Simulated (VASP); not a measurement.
# Shielding tensors and field gradients of CaO (Lime)

What are the shielding tensors of CaO (Lime)? The cell is of the rock-salt type, one of the forms listed for this formula, which need not be the common one. The start is a cell from a database of measured crystal structures.

Method: PBE; plane waves and PAW (Ca_sv, O), in the first sound run; inputs show where later runs differ, in VASP 6.6.1.

Report form: the programs' logs are mostly left out.

## 1. Starting point

The structure is cubic, space group Fm-3m (No. 225). Conventional cell: a = 4.813 Å, b = 4.813 Å, c = 4.813 Å, α = 90.00°, β = 90.00°, γ = 90.00°. Nearest to Ca lie 6 O at 2.41 Å. Nearest to O lie 6 Ca at 2.41 Å. Farther neighbours and most contacts between anions are not listed.

As a file:

```cif
data_structure
_symmetry_space_group_name_H-M 'Fm-3m'
_symmetry_Int_Tables_number 225
_cell_length_a 4.8130
_cell_length_b 4.8130
_cell_length_c 4.8130
_cell_angle_alpha 90.000
_cell_angle_beta 90.000
_cell_angle_gamma 90.000
_cell_volume 111.49
loop_
_atom_site_label
_atom_site_type_symbol
_atom_site_symmetry_multiplicity
_atom_site_Wyckoff_symbol
_atom_site_fract_x
_atom_site_fract_y
_atom_site_fract_z
_atom_site_occupancy
Ca1 Ca 4 a 0.00000 0.00000 0.00000 1
O1 O 4 b 0.50000 0.00000 0.00000 1
```

## 2. Ground state

A ground-state run shows first whether the cell has a gap, which the next steps need; its size sets how fine their mesh has to be.

INCAR

```
SYSTEM = CaO
PREC = Accurate
ENCUT = 520
EDIFF = 1E-07
NELM = 100
ISMEAR = 0
SIGMA = 0.01
LREAL = .FALSE.
ALGO = Normal
GGA = PE
NBANDS = 14
LORBIT = 11
LWAVE = .FALSE.
LCHARG = .FALSE.
KPAR = 2
```

POSCAR

```
CaO
1.0
    0.0000000000      2.4065000000      2.4065000000
    2.4065000000      0.0000000000      2.4065000000
    2.4065000000      2.4065000000      0.0000000000
Ca O
1 1
Direct
    0.0000000000      0.0000000000      0.0000000000
    0.5000000000      0.5000000000      0.5000000000
```

KPOINTS

```
Automatic mesh
0
Gamma
7 7 7
0 0 0
```

The projector-augmented-wave data sets are Ca_sv and O (PBE family, release 64).

The run is started by

```console
> mpirun -np 2 vasp_std
```

Wall time 4.4 s (2 MPI ranks of Intel Xeon 6975P-C (Granite Rapids), shared host); peak memory 0.29 GiB.

The gap is read on the k-mesh alone, so it is an upper bound where the band edges lie off the mesh.

Numbers from this step:

* free energy (TOTEN): -12.80 eV
* Fermi energy: 2.442 eV
* pressure: 1.788 GPa
* gap on the k-mesh: 3.729 eV
* least direct gap on the k-mesh: 4.105 eV

The cell has a gap of 3.73 eV on this mesh.

## 3. Shielding tensors

This step: chemical shifts by linear response (GIPAW), PBE; plane waves and PAW (Ca_sv, O) (VASP 6.6.1).

LCHIMAG computes the induced currents by linear response. It needs tightly converged orbitals and a cutoff well above the default; LEFG adds the field gradients at no cost.

INCAR

```
SYSTEM = CaO
PREC = Accurate
ENCUT = 560
EDIFF = 1E-09
NELM = 100
ISMEAR = 0
SIGMA = 0.01
LREAL = .FALSE.
ALGO = Normal
GGA = PE
NBANDS = 14
LWAVE = .FALSE.
LCHARG = .FALSE.
KPAR = 2
LCHIMAG = .TRUE.
LEFG = .TRUE.
DQ = 0.001
ICHIBARE = 1
LNMR_SYM_RED = .TRUE.
```

POSCAR is that of step 2.

KPOINTS is that of step 2.

The run is started by

```console
> mpirun -np 2 vasp_std
```

Elapsed: 68 s, on 2 MPI ranks; peak memory 0.38 GiB; 2.2 min of CPU time.

Numbers from this step:

```
Fermi energy      : 2.440 eV
pressure          : 1.751 GPa
gap on the k-mesh : 3.730 eV
```

Valence and core; the G = 0 term is that of a spherical sample. NMR shielding, by row:

| atom | isotropic shielding (ppm) | span (ppm) | skew | isotropic shielding without the G = 0 term (ppm) |
| --- | --- | --- | --- | --- |
| Ca1 | 957.8 | 0 | - | 949.5 |
| O2 | -146.5 | 0 | - | -154.9 |

Ordered as |Vzz| ≥ |Vxx| ≥ |Vyy|, the program's way. Electric field gradients, by row:

| atom | Vxx (V/Å²) | Vyy (V/Å²) | Vzz (V/Å²) | asymmetry |
| --- | --- | --- | --- | --- |
| Ca1 | 0 | 0 | 0.001 | - |
| O2 | 0.001 | 0.001 | -0.002 | - |

## 4. Another functional

This step: chemical shifts by linear response (GIPAW), LDA; plane waves and PAW (Ca_sv, O) (VASP 6.6.1).

The functional is changed, to see how much the shieldings depend on it.

Changes to INCAR since step 3:

```diff
@@ -9,3 +9,3 @@
 ALGO = Normal
-GGA = PE
+GGA = CA
 NBANDS = 14
```

POSCAR is that of step 3.

KPOINTS is that of step 3.

The run is started by

```console
> mpirun -np 2 vasp_std
```

Elapsed: 69 s, on 2 MPI ranks; peak memory 0.34 GiB.

The PAW data sets were made with PBE, though LDA sets exist; this is a small mismatch.

Numbers from this step:

| Quantity | Value |
| --- | --- |
| free energy (TOTEN) | -14.28 eV |
| Fermi energy | 2.014 eV |
| pressure | -6.675 GPa |
| gap on the k-mesh | 3.553 eV |
| least direct gap on the k-mesh | 3.931 eV |

Valence and core; the G = 0 term is that of a spherical sample. NMR shielding, by row:

| atom | isotropic shielding (ppm) | span (ppm) | skew | isotropic shielding without the G = 0 term (ppm) |
| --- | --- | --- | --- | --- |
| Ca1 | 935.1 | 0 | - | 926.8 |
| O2 | -177.5 | 0 | - | -185.8 |

Ordered as |Vzz| ≥ |Vxx| ≥ |Vyy|, the program's way. Electric field gradients, by row:

| atom | Vxx (V/Å²) | Vyy (V/Å²) | Vzz (V/Å²) | asymmetry |
| --- | --- | --- | --- | --- |
| Ca1 | 0 | 0 | 0.001 | - |
| O2 | 0.001 | 0.001 | -0.002 | - |

Against the first shielding run the largest change is -31.0 ppm, on O2.

## 5. Summary

This step: chemical shifts by linear response (GIPAW), PBE, LDA; plane waves and PAW (VASP 6.6.1).

Derived from the runs above.

Isotropic shieldings. Cost is wall time times ranks on a shared host. Shieldings by setting:

| run | ENCUT (eV) | k mesh | Ca1, Wyckoff letter a (ppm) | O2, Wyckoff letter b (ppm) | cost (core minutes) |
| --- | --- | --- | --- | --- | --- |
| first shielding run | 560 | 7x7x7 | 957.8 | -146.5 | 2.27 |
| another functional | 560 | 7x7x7 | 935.1 | -177.5 | 2.3 |

## 6. Outcome

```yaml
ca_isotropic_shielding: 957.8 ppm
o_isotropic_shielding: -146.5 ppm
```

**Reading.** At PBE, in the first shielding run, the isotropic shieldings are Ca 957.8 ppm; O -146.5 ppm. In the first shielding run all tensors are isotropic to 0.5 ppm, as the cubic site symmetry asks. In the undistorted cell the field gradients vanish by symmetry; what its table shows is numerical noise. Against the first shielding run, the one with another functional moves the shieldings by at most 31 ppm. Shifts were not obtained, since a shift is the shielding of a reference compound, computed alike, less these values. The G = 0 term is the part set by the sample's shape, taken here for a sphere. Semilocal functionals put the empty Ca 3d states too low, a known bias of shieldings near Ca. No finer mesh was run, so convergence in it isn't shown. VASP's guide advises LASPH and NLSPLINE for shieldings, which this input doesn't set; the effect wasn't tested. Where the functional isn't the one that the data sets were made with, the shieldings hold that mismatch too. The cell is of the rock-salt type, one of the forms listed for this formula, which need not be the common one.

[Lines on the potential files, build, host, timing and source positions are cut from VASP's logs without a mark.]

[Logs are printed without paths, hosts, clocks, repeated set-up lines and the standing remarks that a program may print on its own settings, such as how far it seeks lower states.]

[Hosts, paths, dates, database ids (printed as entryN), source tags and the programs' standing remarks are cut or masked in the printed files.]
